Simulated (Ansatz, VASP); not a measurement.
## Hg in VASP and in Ansatz

INCAR

```
PREC = Accurate
ENCUT = 520
EDIFF = 1E-7
ISMEAR = -1
SIGMA = 0.04
LREAL = F
LASPH = T
NELM = 100
ALGO = Normal
ISIF = 2
LWAVE = F
LCHARG = T
GGA = PE
LELF = T
LVHAR = T
NBANDS = 12
```

Contents of KPOINTS:

```
Automatic mesh
0
Gamma
  7 7 7
```

Contents of POSCAR:

```
Hg
1.0
   -1.8767364354      1.8767364354      1.9168448550
    1.8767364354     -1.8767364354      1.9168448550
    1.8767364354      1.8767364354     -1.9168448550
Hg
1
Direct
    0.5000000000      0.5000000000      0.0000000000
```

Contents of input.yaml:

```yaml
crystal:
  lattice:
    - [-1.8767364354, 1.8767364354, 1.916844855]
    - [1.8767364354, -1.8767364354, 1.916844855]
    - [1.8767364354, 1.8767364354, -1.916844855]
  atoms:
    - { symbol: Hg, position: [0.5, 0.5, 0.0] }
kpoints:
  mp_grid: { grid: [7, 7, 7] }
scf:
  occupations: { method: fermi_dirac, width: 0.04 }
hamiltonian:
  xc: pbe
  pseudopotentials: { kind: all_electron, lapw: { basis_error: 0.002 } }
output:
  forces: true
  stress: true
  eigenvalues: true
```

Alike in both runs: task single point; functional PBE; k mesh 7 × 7 × 7; occupations fermi-dirac, width 0.04 eV; no spin polarisation.

```csv
,VASP,Ansatz
version,VASP 6.6.1,Ansatz 0.2.0
potentials or method,"VASP PAW PBE potentials, release 64 (Hg)","all-electron LAPW, scalar-relativistic"
plane-wave cutoff (eV),520,see its input
```

Ansatz gave:

- gap on the k mesh at the Fermi level (eV): none
- pressure (GPa): 0.6
- largest component of the traceless stress (GPa): 0.09

Q: What did VASP give for the same quantities?

A: gap on the k mesh at the Fermi level (eV): none; pressure (GPa): 0.8; largest component of the traceless stress (GPa): 0.09.

A gap of «none» marks a metal or a gap that the smearing closes. Ansatz ran all-electron here, so the differences hold the error of VASP's frozen core and of both bases.

Caveats: the k mesh is thin for a metal, which can move the energy by tens of meV per atom (Ansatz). The runs have no spin-orbit coupling, so splittings on Hg are missing.
